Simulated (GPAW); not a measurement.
# V (Im-3m) in GPAW: equation of state with r2SCAN

Aim: the equation of state of V with r2SCAN.

Program: GPAW 26.7.0. These are calculated values, not measurements. Logs are shortened: lines on timing, memory, paths and dates and some standing lists are left out, and cuts for length are marked. The log counts tension as positive stress, the text compression.

## Step 1: The crystal as given

It takes space group Im-3m (No. 229, cubic). The conventional cell has a = 3.029 Å, b = 3.029 Å, c = 3.029 Å, α = 90.00°, β = 90.00°, γ = 90.00°. V (site symmetry m-3m) has 8 V at 2.62 Å as nearest neighbours.

## Step 2: Equation of state, r2SCAN, collinear spin, ferromagnetic start

Input file run.py:

```python
from ase import Atoms
from ase.eos import EquationOfState
from ase.io import Trajectory
from ase.units import GPa
from gpaw import GPAW, PW

atoms = Atoms(['V'],
              cell=[[-1.51435, 1.51435, 1.51435],
                    [1.51435, -1.51435, 1.51435],
                    [1.51435, 1.51435, -1.51435]],
              scaled_positions=[[0.0, 0.0, 0.0]],
              pbc=True)
atoms.set_initial_magnetic_moments([2.0])

traj = Trajectory('eos.traj', 'w')
volumes, energies = [], []
for x in [0.94, 0.96, 0.98, 1.0, 1.02, 1.04, 1.06]:
    a = atoms.copy()
    a.set_cell(atoms.cell * x**(1 / 3), scale_atoms=True)
    calc = GPAW(mode=PW(600),
                xc='MGGA_X_R2SCAN+MGGA_C_R2SCAN',
                kpts={'size': (12, 12, 12), 'gamma': True},
                occupations={'name': 'fermi-dirac', 'width': 0.05},
                nbands=15,
                convergence={'density': 1e-05, 'energy': 1e-05},
                maxiter=150,
                txt=f'eos-{x:.2f}.txt')
    a.calc = calc
    energies.append(a.get_potential_energy(force_consistent=True))
    volumes.append(a.get_volume())
    p = -a.get_stress()[:3].mean() / GPa
    calc.write(f'eos-{x:.2f}.gpw')
    traj.write(a)
    print(f'{x:.2f} {volumes[-1]:10.4f} A^3 {energies[-1]:14.6f} eV {p:9.3f} GPa', flush=True)

v0, e0, B = EquationOfState(volumes, energies, eos='birchmurnaghan').fit()
print(f'V0 = {v0:.4f} A^3, E0 = {e0:.6f} eV, B0 = {B / GPa:.2f} GPa')
```

Potentials or basis: GPAW PAW data sets (gpaw-data 1.2.1), pw.

Started as:

```bash
$ OMP_NUM_THREADS=1 python run.py
```

Standard output:

```text
__  _  _
 | _ |_)|_||  |
 |__||  | ||/\| - 26.7.0

Input parameters:
  mode=PW(ecut=600.0),
  convergence={'density': 1e-05, 'energy': 1e-05},
  kpts=MonkhorstPack(size=(12, 12, 12), gamma=True),
  maxiter=150,
  nbands=15,
  occupations=Occupations(name='fermi-dirac', width=0.05),
  xc=XC(name='MGGA_X_R2SCAN+MGGA_C_R2SCAN')

Diagonalizing LCAO Hamiltonian
Converting LCAO to pw mode

       V

Atoms  # Å, Bohr magnetons
|   | symbol |        x |        y |        z |    initial magnetic moments |
|---|--------|----------|----------|----------|-----------------------------|
| 0 |      V | 0.000000 | 0.000000 | 0.000000 | ( 0.0000,  0.0000,  2.0000) |

Unit cell  # Å
| periodic |         x |         y |         z |  lengths |     angles |
|----------|-----------|-----------|-----------|----------|------------|
|      yes | -1.504186 |  1.504186 |  1.504186 | 2.605327 | 109.471221 |
|      yes |  1.504186 | -1.504186 |  1.504186 | 2.605327 | 109.471221 |
|      yes |  1.504186 |  1.504186 | -1.504186 | 2.605327 | 109.471221 |

Number of symmetries: 48
Symmetry operations  # r_c * U_cc + t_c -> r_c
|    | kind |            matrix            |
|----|------|------------------------------|
|  0 |  σ   |  1, 1, 1,  0, 0,-1,  0,-1, 0 |
|  1 |  C4  |  1, 1, 1,  0, 0,-1, -1, 0, 0 |
|  2 |  C2  |  1, 1, 1,  0,-1, 0,  0, 0,-1 |
|  3 |  S6  |  1, 1, 1,  0,-1, 0, -1, 0, 0 |
|  4 |  S6  |  1, 1, 1, -1, 0, 0,  0, 0,-1 |
|  5 |  C4  |  1, 1, 1, -1, 0, 0,  0,-1, 0 |
|  6 |  E   |  1, 0, 0,  0, 1, 0,  0, 0, 1 |
|  7 |  σ   |  1, 0, 0,  0, 1, 0, -1,-1,-1 |
|  8 |  σ   |  1, 0, 0,  0, 0, 1,  0, 1, 0 |
|  9 |  C3  |  1, 0, 0,  0, 0, 1, -1,-1,-1 |
| 10 |  C3  |  1, 0, 0, -1,-1,-1,  0, 1, 0 |
| 11 |  σ   |  1, 0, 0, -1,-1,-1,  0, 0, 1 |
| 12 |  σ   |  0, 1, 0,  1, 0, 0,  0, 0, 1 |
| 13 |  C2  |  0, 1, 0,  1, 0, 0, -1,-1,-1 |
| 14 |  C3  |  0, 1, 0,  0, 0, 1,  1, 0, 0 |
| 15 |  S4  |  0, 1, 0,  0, 0, 1, -1,-1,-1 |
| 16 |  S4  |  0, 1, 0, -1,-1,-1,  1, 0, 0 |
| 17 |  C3  |  0, 1, 0, -1,-1,-1,  0, 0, 1 |
| 18 |  C3  |  0, 0, 1,  1, 0, 0,  0, 1, 0 |
| 19 |  S4  |  0, 0, 1,  1, 0, 0, -1,-1,-1 |
| 20 |  σ   |  0, 0, 1,  0, 1, 0,  1, 0, 0 |
| 21 |  C3  |  0, 0, 1,  0, 1, 0, -1,-1,-1 |
| 22 |  C2  |  0, 0, 1, -1,-1,-1,  1, 0, 0 |
| 23 |  S4  |  0, 0, 1, -1,-1,-1,  0, 1, 0 |
| 24 |  C4  |  0, 0,-1,  1, 1, 1,  0,-1, 0 |
| 25 |  σ   |  0, 0,-1,  1, 1, 1, -1, 0, 0 |
| 26 |  S6  |  0, 0,-1,  0,-1, 0,  1, 1, 1 |
| 27 |  C2  |  0, 0,-1,  0,-1, 0, -1, 0, 0 |
| 28 |  C4  |  0, 0,-1, -1, 0, 0,  1, 1, 1 |
| 29 |  S6  |  0, 0,-1, -1, 0, 0,  0,-1, 0 |
| 30 |  S6  |  0,-1, 0,  1, 1, 1,  0, 0,-1 |
| 31 |  C4  |  0,-1, 0,  1, 1, 1, -1, 0, 0 |
| 32 |  C4  |  0,-1, 0,  0, 0,-1,  1, 1, 1 |
| 33 |  S6  |  0,-1, 0,  0, 0,-1, -1, 0, 0 |
| 34 |  σ   |  0,-1, 0, -1, 0, 0,  1, 1, 1 |
| 35 |  C2  |  0,-1, 0, -1, 0, 0,  0, 0,-1 |
| 36 |  C2  | -1, 0, 0,  1, 1, 1,  0, 0,-1 |
| 37 |  S6  | -1, 0, 0,  1, 1, 1,  0,-1, 0 |
| 38 |  S6  | -1, 0, 0,  0, 0,-1,  1, 1, 1 |
| 39 |  C2  | -1, 0, 0,  0, 0,-1,  0,-1, 0 |
| 40 |  C2  | -1, 0, 0,  0,-1, 0,  1, 1, 1 |
| 41 |  i   | -1, 0, 0,  0,-1, 0,  0, 0,-1 |
| 42 |  S4  | -1,-1,-1,  1, 0, 0,  0, 1, 0 |
| 43 |  C3  | -1,-1,-1,  1, 0, 0,  0, 0, 1 |
| 44 |  C3  | -1,-1,-1,  0, 1, 0,  1, 0, 0 |
| 45 |  σ   | -1,-1,-1,  0, 1, 0,  0, 0, 1 |
| 46 |  S4  | -1,-1,-1,  0, 0, 1,  1, 0, 0 |
| 47 |  C2  | -1,-1,-1,  0, 0, 1,  0, 1, 0 |

BZ-sampling:
  Number of BZ points: 1728
  Number of IBZ points: 72

  Monkhorst-Pack size: [12, 12, 12]
  Monkhorst-Pack shift: [0.041666666666666664, 0.041666666666666664, 0.041666666666666664]

K-points  # in reciprocal-cell coordinates
|     |                                coordinates |     weight |
|-----|--------------------------------------------|------------|
|   0 | ( -0.00000000,  -0.00000000,  -0.00000000) | 0.00057870 |
|   1 | (  0.08333333,  -0.00000000,  -0.00000000) | 0.00694444 |
|   2 | (  0.08333333,   0.08333333,  -0.08333333) | 0.00347222 |
|   3 | (  0.16666667,  -0.00000000,  -0.08333333) | 0.01388889 |
|   4 | (  0.16666667,  -0.00000000,  -0.00000000) | 0.00694444 |
|   5 | (  0.16666667,   0.08333333,  -0.08333333) | 0.01388889 |
|   6 | (  0.16666667,   0.16666667,  -0.16666667) | 0.00347222 |
|   7 | (  0.25000000,  -0.08333333,  -0.08333333) | 0.00462963 |
|   8 | (  0.25000000,  -0.00000000,  -0.08333333) | 0.02777778 |
|   9 | (  0.25000000,  -0.00000000,  -0.00000000) | 0.00694444 |
| ... |                                            |            |
|  71 | (  0.50000000,   0.50000000,   0.50000000) | 0.00057870 |

Plane wave coefficients: 468
Cutoff: 600.0 eV

Spin-components: 2 (collinear spins)
Bands:           15
Projectors:      6
Spin-degeneracy: 1
Datatype:        complex128

Parallelization:
  kpt:    1
  domain: 1
  band:   1

Density:
  Valence electrons: 13.0
  Components: 2
  Grid points: [15 15 15]
  Charge: 0.0  # |e|

Potential:
  Grid points: [15 15 15]

species:
  V:
    name:    Vanadium
    Z:       23.0
    valence: 13
    core:    10
    charge:  0.0  # [|e|]
    compensation charges:
      type: gauss
      rc: 0.37  # [Å]
      lmax: 2
    cutoffs:
      filter: 2.14  # [Å]
      core: 0.96  # [Å]
    projectors
    | kind |    occ | energy [eV] | rcut [Å] |
    |------|--------|-------------|----------|
    |   3s |  2.000 |     -70.222 |    1.254 |
    |   4s |  2.000 |      -4.702 |    1.254 |
    |   3p |  6.000 |     -44.043 |    1.281 |
    |   4p |  0.000 |      -1.444 |    1.281 |
    |   3d |  3.000 |      -5.164 |    1.169 |
    |    d |        |      22.047 |    1.169 |

    Using partial waves for V as LCAO basis

Reference energy: -25820.495562  # eV

eigensolver:
  PPCG
  Converge bands: occupied
  niter=2

density mixing:
  MSR1-Mixer
  Pratt-step length: 0.05
  Maximum mixing coefficient: 0.75
  Old densities: 10
  SVD Regularization: 0.005
  Good broyden scale: 1.0
  Trust region scale: 1.0
  Backstep threshold: 4.0
  History deletion threshold: 6.0
  Fourier metric: weight=20.0, sigma=0.015

occupation numbers:
  Fermi-Dirac:
    width: 0.0500  # eV

poisson solver:
  ecut: 4800.0  # eV

xc functional:
  name: MGGA_X_R2SCAN+MGGA_C_R2SCAN with 2 nearest neighbor stencil

convergence criteria:
- Maximum integral of absolute [dens]ity change: 1e-05 electrons / valence electron
- Maximum [total energy] change in last 3 cyles: 1e-05 eV / valence electron
- Maximum integral of absolute [eigenst]ate change: 4e-08 eV^2 / valence electron
maximum number of iterations: 150

SCF iterations
|iter     | |      energy | eigst |  dens |  magmom |
|---------|-|-------------|-------|-------|---------|
|iter:   1| |  -15.406573 | +0.36 |       |  +2.0071|
|iter:   2| |  -12.915414 | -1.69 | -0.85 |  +1.9569|
|iter:   3| |  -12.998439 | -1.79 | -0.89 |  +1.3427|
|iter:   4| |  -13.104185 | -1.99 | -1.21 |  +0.7738|
|iter:   5| |  -13.120197 | -2.50 | -1.71 |  +0.5518|
|iter:   6| |  -13.121246 | -4.48 | -2.52 |  +0.5488|
|iter:   7| |  -13.121613 | -4.60 | -2.71 |  +0.5378|
|iter:   8| |  -13.121805 | -3.96 | -2.98 |  +0.5205|
|iter:   9| |  -13.121801 | -5.38 | -3.29 |  +0.5153|
|iter:  10| |  -13.121693c| -5.09 | -3.39 |  +0.5016|
|iter:  11| |  -13.121707c| -5.68 | -3.53 |  +0.4996|
|iter:  12| |  -13.121709c| -7.47c| -4.05 |  +0.4999|
|iter:  13| |  -13.121705c| -8.10c| -4.42 |  +0.4994|
|iter:  14| |  -13.121704c| -7.87c| -4.96 |  +0.4992|
|iter:  15| |  -13.121704c| -8.74c| -5.88c|  +0.4992|

Converged in 15 steps
Energy contributions relative to reference atoms: (reference = -25820.495562)

Energy contributions:
  Kinetic:          -2.537665
  Coulomb:           1.528946
  Zero:              0.152179
  External:          0.000000
  Xc:              -12.258755
  Entropy:          -0.012818
  Spinorbit:         0.000000
  ----------------------------
  Free energy:     -13.128112
  Extrapolated:    -13.121704

dipole moment: (-3.651790, -3.651790, -3.651790)  # |e|*Ang

Total magnetic moment: (0.000000, 0.000000, 0.499152)

Local magnetic moments
|        x |        y |        z |
|----------|----------|----------|
| 0.000000 | 0.000000 | 0.406344 |  # V    0

Fermi level: 9.382
Eigenvalues  # (at kpt = [-0.000, -0.000, -0.000])
| band index |      eig [eV] | occ [0-1] |      eig [eV] | occ [0-1] |
|------------|---------------|-----------|---------------|-----------|
|          0 |       -57.234 |     1.000 |       -56.750 |     1.000 |
|          1 |       -29.408 |     1.000 |       -28.923 |     1.000 |
|          2 |       -29.408 |     1.000 |       -28.923 |     1.000 |
|          3 |       -29.408 |     1.000 |       -28.923 |     1.000 |
|          4 |         2.176 |     1.000 |         2.507 |     1.000 |
|          5 |         9.467 |     0.155 |        10.191 |     0.000 |
|          6 |         9.467 |     0.155 |        10.191 |     0.000 |
|          7 |         9.467 |     0.155 |        10.191 |     0.000 |
|          8 |        11.909 |     0.000 |        12.073 |     0.000 |
|          9 |        11.909 |     0.000 |        12.073 |     0.000 |
|         10 |        30.814 |     0.000 |        31.143 |     0.000 |
|         11 |        30.814 |     0.000 |        31.143 |     0.000 |
|         12 |        30.814 |     0.000 |        31.143 |     0.000 |
|        ... |               |           |               |           |
|         14 |        37.684 |     0.000 |        37.792 |     0.000 |

No gap
No difference between direct/indirect transitions

Stress tensor  # eV/Ang^3
|         x |         y |         z |
|-----------|-----------|-----------|
|  0.004763 | -0.000000 | -0.000000 |
| -0.000000 |  0.004763 |  0.000000 |
| -0.000000 |  0.000000 |  0.004763 |

# Writing to eos-0.98.gpw (mode='')
```

Run time: 17 min. Hardware: 1 thread of Arm Neoverse N1, shared host; peak memory 0.65 GiB.

What came out:

- Equilibrium volume: 13.55 Å³/atom (rough: see the caveat)
- Bulk modulus: 175 GPa (rough)

Energy against volume, from the lowest point:
| volume (Å³/atom) | energy (meV/atom) |
| --- | --- |
| 13.058 | 10.18 |
| 13.336 | 1.99 |
| 13.613 | 0.00 |
| 13.891 | 4.39 |
| 14.169 | 14.57 |
| 14.447 | 29.89 |
| 14.725 | 50.05 |

Caveat: the fit is doubtful: noisy points or a state that changes with volume; the points scatter about the fit; the PAW data sets were made with another functional, which shifts forces and pressure a little.
